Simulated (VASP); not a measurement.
# InP (F-43m) in VASP: a series of runs

One crystal, InP, is run at these levels: PBE; tasks: single point.

All numbers are computed with VASP 6.6.1; they aren't measurements. Logs are shortened: lines on timing, memory, paths and dates and some standing lists are left out, and cuts for length are marked.

## (1) Starting point

Symmetry: F-43m, No. 216, cubic system. The conventional cell has a = 5.861 Å, b = 5.861 Å, c = 5.861 Å, α = 90.00°, β = 90.00°, γ = 90.00°. In (site symmetry -43m) has 4 P at 2.54 Å as nearest neighbours. P (site symmetry -43m) is surrounded by 4 In at 2.54 Å.

## (2) Single point, PBE

INCAR reads:

```
PREC = Accurate ; ENCUT = 1100
EDIFF = 1E-7 ; ISMEAR = 0
SIGMA = 0.05 ; LREAL = False
LASPH = True ; NELM = 100
ALGO = Normal ; ISIF = 2
LWAVE = False ; LCHARG = False
GGA = PE ; NBANDS = 16
ADDGRID = False
```

KPOINTS reads:

```
regular mesh
0
Gamma
  6 6 6
```

POSCAR reads:

```
InP
1.0
    0.0000000000      2.9305000000      2.9305000000
    2.9305000000      0.0000000000      2.9305000000
    2.9305000000      2.9305000000      0.0000000000
In P
1 1
Direct
    0.0000000000      0.0000000000      0.0000000000
    0.7500000000      0.7500000000      0.7500000000
```

Potentials or basis: VASP PAW PBE potentials, release 64 (In_d, P_h).

Launch:

```bash
$ cat potpaw_PBE.64/In_d/POTCAR potpaw_PBE.64/P_h/POTCAR > POTCAR
$ mpirun -np 1 vasp_std > vasp.out
```

OUTCAR:

```text
PREC = Accurate
   ENCUT = 1100
   EDIFF = 1E-7
   ISMEAR = 0
   LREAL = False
   LASPH = True
   NELM = 100
   ISIF = 2
   GGA = PE

 Found     16 irreducible k-points:

 Following reciprocal coordinates:
            Coordinates               Weight
  0.000000  0.000000  0.000000      1.000000
  0.166667  0.000000  0.000000      8.000000
  0.333333  0.000000  0.000000      8.000000
  0.500000  0.000000  0.000000      4.000000
  0.166667  0.166667  0.000000      6.000000
  0.333333  0.166667  0.000000     24.000000
   k-points           NKPTS =     16   k-points in BZ     NKDIM =     16   number of bands    NBANDS=     16
   number of dos      NEDOS =    301   number of ions     NIONS =      2
   total plane-waves  NPLWV = 110592
   dimension x,y,z NGX =    48 NGY =   48 NGZ =   48
   dimension x,y,z NGXF=    96 NGYF=   96 NGZF=   96
   ions per type =               1   1
   NGX,Y,Z   is equivalent  to a cutoff of  19.25, 19.25, 19.25 a.u.
   NGXF,Y,Z  is equivalent  to a cutoff of  38.51, 38.51, 38.51 a.u.
 SYSTEM =  unknown system
   PREC   = accura    normal or accurate (medium, high low for compatibility)
   ISTART =      0    job   : 0-new  1-cont  2-samecut
   ICHARG =      2    charge: 1-file 2-atom 10-const
   ISPIN  =      1    spin polarized calculation?
   LNONCOLLINEAR =      F non collinear calculations
   LSORBIT =      F    spin-orbit coupling
   LASPH  =      T    aspherical Exc in radial PAW
   ENCUT  = 1100.0 eV  80.85 Ry    8.99 a.u.  11.21 11.21 11.21*2*pi/ulx,y,z
   NELM   =    100;   NELMIN=  2; NELMDL= -5     # of ELM steps
   EDIFF  = 0.1E-06   stopping-criterion for ELM
   LREAL  =      F    real-space projection
   EDIFFG = 0.1E-05   stopping-criterion for IOM
   NSW    =      0    number of steps for IOM
   IBRION =     -1    ionic relax: 0-MD 1-quasi-New 2-CG
   NFREE  =      0    steps in history (QN), initial steepest desc. (CG)
   ISIF   =      2    stress and relaxation
   ISYM   =      2    0-nonsym 1-usesym 2-fastsym
   POTIM  = 0.5000    time-step for ionic-motion
   TEBEG  =    0.0;   TEEND  =   0.0 temperature during run
   PSTRESS=    0.0 pullay stress
   NELECT =      18.0000    total number of electrons
   NUPDOWN=      -1.0000    fix difference up-down
   EMIN   =  10.00;   EMAX   =-10.00  energy-range for DOS
   EFERMI =   0.00;   METHOD = LEGACY
   ISMEAR =     0;   SIGMA  =   0.05  broadening in eV -4-tet -1-fermi 0-gaus
   EFERMI_NEDOS =   21; number of points for ismear=-14 and -15
   IALGO  =     38    algorithm
   IMIX   =      4    mixing-type and parameters
     AMIX     =   0.40;   BMIX     =  1.00
     AMIX_MAG =   1.60;   BMIX_MAG =  1.00
  volume/ion in A,a.u.               =      25.17       169.83
  Fermi-wavevector in a.u.,A,eV,Ry     =   1.162021  2.195901 18.371846  1.350293
  Thomas-Fermi vector in A             =   2.298587
   LORBIT       =      0    0 simple, 1 ext, 2 COOP (PROOUT), +10 PAW based schemes
   GGA     = PE    functional components
   LHFCALC =     F    Hartree Fock is set to
   AEXX    =    0.0000 exact exchange contribution
   IVDW    =     0    specifies the selected vdW correction
   LEPSILON=     F    determine dielectric tensor
   LRPA    =     F    only Hartree local field effects (RPA)
 non-spin polarized calculation
 Gauss-broadening in eV      SIGMA  =   0.05
  energy-cutoff  :     1100.00
  volume of cell :       50.33
 maximum number of plane-waves:      4279
 NGX is ok and might be reduce to    48
   NGX = 23   NGY = 23   NGZ = 23

 number of electron      18.0000000 magnetization

 Free energy of the ion-electron system (eV)
  ---------------------------------------------------
  ext. energy  EPLUGINS =         0.00000000
  ---------------------------------------------------
  free energy    TOTEN  =        -8.37170701 eV

  energy without entropy =       -8.37170701  energy(sigma->0) =       -8.37170701

 E-fermi :   5.6210     XC(G=0):  -9.3184

 val. band max:        5.4027750770   @ k =   0.0000   0.0000   0.0000
 cond. band min:       6.1126005584   @ k =   0.0000   0.0000   0.0000
 fundamental gap:      0.7098254814
 Fermi energy:         5.6210110816

 k-point     1 :       0.0000    0.0000    0.0000
  band No.  band energies     occupation
      1      -8.7904      2.00000
      2      -8.7904      2.00000
      3      -8.7904      2.00000
      4      -8.6385      2.00000
      5      -8.6385      2.00000
      6      -6.1155      2.00000
[... 8 lines left out ...]
     15      14.8279      0.00000
     16      14.8279      0.00000

 k-point     2 :       0.1667    0.0000    0.0000
  band No.  band energies     occupation
      1      -8.8223      2.00000
      2      -8.7779      2.00000
      3      -8.7779      2.00000
      4      -8.6381      2.00000
      5      -8.6381      2.00000
      6      -5.8022      2.00000
[... 8 lines left out ...]
     15      14.0071      0.00000
     16      14.8892      0.00000

 k-point     3 :       0.3333    0.0000    0.0000
  band No.  band energies     occupation
      1      -8.8814      2.00000
      2      -8.7581      2.00000
      3      -8.7581      2.00000
      4      -8.6316      2.00000
      5      -8.6316      2.00000
      6      -4.9934      2.00000
[... 8 lines left out ...]
     15      14.4862      0.00000
     16      14.4862      0.00000

 k-point     4 :       0.5000    0.0000    0.0000
  band No.  band energies     occupation
      1      -8.9091      2.00000
      2      -8.7515      2.00000
      3      -8.7515      2.00000
      4      -8.6249      2.00000
      5      -8.6249      2.00000
      6      -4.3903      2.00000
[... 8 lines left out ...]
     15      16.0176      0.00000
     16      16.0176      0.00000

 k-point     5 :       0.1667    0.1667    0.0000
  band No.  band energies     occupation
      1      -8.8447      2.00000
      2      -8.7651      2.00000
      3      -8.7651      2.00000
      4      -8.6494      2.00000
      5      -8.6298      2.00000
      6      -5.6993      2.00000
[... 8 lines left out ...]
     15      15.0735      0.00000
     16      15.9189      0.00000

 k-point     6 :       0.3333    0.1667    0.0000
  band No.  band energies     occupation
      1      -8.8909      2.00000
      2      -8.7474      2.00000
      3      -8.7422      2.00000
      4      -8.6540      2.00000
      5      -8.6222      2.00000
      6      -5.0478      2.00000
[... 8 lines left out ...]
     15      15.3425      0.00000
     16      16.1669      0.00000

 [... further k-points ...]

------------------------ aborting loop because EDIFF is reached ----------------------------------------

  FORCE on cell =-STRESS in cart. coord.  units (eV):
  Direction    XX          YY          ZZ          XY          YZ          ZX
  --------------------------------------------------------------------------------------
  -------------------------------------------------------------------------------------
  Total        1.0508692      1.0508692      1.0508692      0.0000000      0.0000000     -0.0000000
  in kB       33.4506119     33.4506119     33.4506119      0.0000000      0.0000000     -0.0000000
  external PRESSURE =      33.4506119 kB  Pullay stress =       0.0000000 kB

 VOLUME and BASIS-vectors are now :
 -----------------------------------------------------------------------------
  energy-cutoff  :     1100.00
  volume of cell :       50.33
      direct lattice vectors                 reciprocal lattice vectors
     0.000000000  2.930500000  2.930500000    -0.170619348  0.170619348  0.170619348
     2.930500000  0.000000000  2.930500000     0.170619348 -0.170619348  0.170619348
     2.930500000  2.930500000  0.000000000     0.170619348  0.170619348 -0.170619348

 POSITION                                       TOTAL-FORCE (eV/Angst)
 -----------------------------------------------------------------------------------
      0.00000      0.00000      0.00000        -0.000000      0.000000      0.000000
      4.39575      4.39575      4.39575         0.000000     -0.000000     -0.000000
 -----------------------------------------------------------------------------------
    total drift:                                0.000000      0.000000      0.000000

  FREE ENERGIE OF THE ION-ELECTRON SYSTEM (eV)
  ---------------------------------------------------
  free  energy   TOTEN  =        -8.3717070120 eV

  energy  without entropy=       -8.3717070120  energy(sigma->0) =       -8.37170701
```

OSZICAR:

```text
N       E                     dE             d eps       ncg     rms          rms(c)
DAV:   1     0.142708434458E+03    0.14271E+03   -0.12744E+04   512   0.213E+03
DAV:   2     0.728383051015E+00   -0.14198E+03   -0.13573E+03   552   0.427E+02
DAV:   3    -0.851379941639E+01   -0.92422E+01   -0.91920E+01   688   0.913E+01
DAV:   4    -0.877834897602E+01   -0.26455E+00   -0.26442E+00   632   0.154E+01
DAV:   5    -0.879437009672E+01   -0.16021E-01   -0.16021E-01   768   0.346E+00    0.509E+00
DAV:   6    -0.839864384625E+01    0.39573E+00   -0.61381E-01   784   0.130E+01    0.274E+00
DAV:   7    -0.837048800129E+01    0.28156E-01   -0.18185E-01   720   0.332E+00    0.857E-01
DAV:   8    -0.837083913251E+01   -0.35113E-03   -0.17442E-02   640   0.159E+00    0.248E-01
DAV:   9    -0.837144487987E+01   -0.60575E-03   -0.16245E-03   664   0.591E-01    0.146E-01
DAV:  10    -0.837166861062E+01   -0.22373E-03   -0.33410E-04   608   0.129E-01    0.643E-02
DAV:  11    -0.837170682027E+01   -0.38210E-04   -0.84241E-05   584   0.825E-02    0.330E-02
DAV:  12    -0.837170680478E+01    0.15495E-07   -0.63723E-06   592   0.205E-02    0.588E-03
DAV:  13    -0.837170704891E+01   -0.24414E-06   -0.11940E-06   704   0.721E-03    0.214E-03
DAV:  14    -0.837170701196E+01    0.36952E-07   -0.29945E-07   584   0.349E-03
   1 F= -.83717070E+01 E0= -.83717070E+01  d E =-.208646E-11
```

stdout:

```text
POSCAR found type information on POSCAR InP
 POSCAR found :  2 types and       2 ions
 scaLAPACK will be used
 LDA part: xc-table for (Slater+PW92), standard interpolation
 POSCAR, INCAR and KPOINTS ok, starting setup
 FFT: planning ... GRIDC
 FFT: planning ... GRID_SOFT
 FFT: planning ... GRID
 WAVECAR not read
 entering main loop
```

It took 30 s on 1 thread of Intel Xeon Platinum 8488C (Sapphire Rapids), shared host; peak memory 0.32 GiB.

These settings aren't checked as converged: the numbers below hold their error.

What came out:

```yaml
Free_energy: -8.3717 eV
Pressure: 3.3 GPa
Band_gap_on_the_k_mesh: 0.71 eV, direct
```

Caveat: spin-orbit coupling is left out, which moves the levels of the heavy elements.

## (3) Single point, PBE

INCAR: that of step 2 with these lines changed.

```diff
@@ -1,2 +1,2 @@
-PREC = Accurate ; ENCUT = 1100
+PREC = Accurate ; ENCUT = 400
 EDIFF = 1E-7 ; ISMEAR = 0
```

KPOINTS reads:

```
regular mesh
0
Gamma
  10 10 10
```

POSCAR is that of step 2.

Potentials or basis: VASP PAW PBE potentials, release 64 (In_d, P_h).

Launch:

```bash
$ cat potpaw_PBE.64/In_d/POTCAR potpaw_PBE.64/P_h/POTCAR > POTCAR
$ mpirun -np 1 vasp_std > vasp.out
```

Run time: 16 s. Hardware: 1 thread of Intel Xeon Platinum 8488C (Sapphire Rapids), shared host; peak memory 0.16 GiB.

The run converged, but some of its settings lie outside the range that counts as converged, so its numbers aren't taken as properties of the crystal.

What came out:

```yaml
Free_energy: -8.3819 eV
Band_gap_on_the_k_mesh: 0.71 eV, direct
```

Caveat: the cutoff is under 1.25 times the usual one of these potentials, so pressure, stress and relaxed cells hold a basis-set (Pulay) error; spin-orbit coupling is left out, which moves the levels of the heavy elements.

## (4) Single point, PBE

INCAR: that of step 3 with these lines changed.

```diff
@@ -1,2 +1,2 @@
-PREC = Accurate ; ENCUT = 400
+PREC = Accurate ; ENCUT = 1400
 EDIFF = 1E-7 ; ISMEAR = 0
```

KPOINTS reads:

```
regular mesh
0
Gamma
  6 6 6
```

POSCAR is that of step 3.

Launch:

```bash
$ cat potpaw_PBE.64/In_d/POTCAR potpaw_PBE.64/P_h/POTCAR > POTCAR
$ mpirun -np 1 vasp_std > vasp.out
```

Wall time 52 s (1 thread of Intel Xeon Platinum 8488C (Sapphire Rapids), shared host); peak memory 0.4 GiB.

The run converged, but some of its settings lie outside the range that counts as converged, so its numbers aren't taken as properties of the crystal.

Results:

```yaml
Free_energy: -8.3716 eV
Pressure: 3.3 GPa
Band_gap_on_the_k_mesh: 0.71 eV, direct
```

Caveat: spin-orbit coupling is left out, which moves the levels of the heavy elements.

## (5) Single point, PBE

INCAR: that of step 4 with these lines changed.

```diff
@@ -1,2 +1,2 @@
-PREC = Accurate ; ENCUT = 1400
+PREC = Accurate ; ENCUT = 600
 EDIFF = 1E-7 ; ISMEAR = 0
```

KPOINTS reads:

```
regular mesh
0
Gamma
  10 10 10
```

POSCAR is that of step 4.

Launch:

```bash
$ cat potpaw_PBE.64/In_d/POTCAR potpaw_PBE.64/P_h/POTCAR > POTCAR
$ mpirun -np 1 vasp_std > vasp.out
```

Wall time 27 s (1 thread of Intel Xeon Platinum 8488C (Sapphire Rapids), shared host); peak memory 0.22 GiB.

These settings aren't checked as converged: the numbers below hold their error.

What came out:

```yaml
Free_energy: -8.3841 eV
Pressure: 3.3 GPa
Band_gap_on_the_k_mesh: 0.71 eV, direct
```

Caveat: spin-orbit coupling is left out, which moves the levels of the heavy elements.

## (6) Single point, PBE

INCAR: that of step 5 with these lines changed.

```diff
@@ -1,2 +1,2 @@
-PREC = Accurate ; ENCUT = 600
+PREC = Accurate ; ENCUT = 700
 EDIFF = 1E-7 ; ISMEAR = 0
```

KPOINTS is that of step 5.

POSCAR is that of step 5.

Potentials or basis: VASP PAW PBE potentials, release 64 (In_d, P_h).

Launch:

```bash
$ cat potpaw_PBE.64/In_d/POTCAR potpaw_PBE.64/P_h/POTCAR > POTCAR
$ mpirun -np 1 vasp_std > vasp.out
```

Wall time 29 s (1 thread of Intel Xeon Platinum 8488C (Sapphire Rapids), shared host); peak memory 0.23 GiB.

These settings aren't checked as converged: the numbers below hold their error.

Results:

```yaml
Free_energy: -8.3842 eV
Pressure: 3.3 GPa
Band_gap_on_the_k_mesh: 0.71 eV, direct
```

Caveat: spin-orbit coupling is left out, which moves the levels of the heavy elements.

## (7) For comparison

An earlier run on the cell as given: functional PBEsol; potentials or basis VASP PAW PBE potentials, release 64 (In_d, P); cutoff 520 eV; k mesh 8 × 8 × 8; occupations fermi-dirac, width 0.05 eV; no spin polarisation.

- Pressure: 0.6 GPa
- Band gap on the k mesh: 0.61 eV, direct
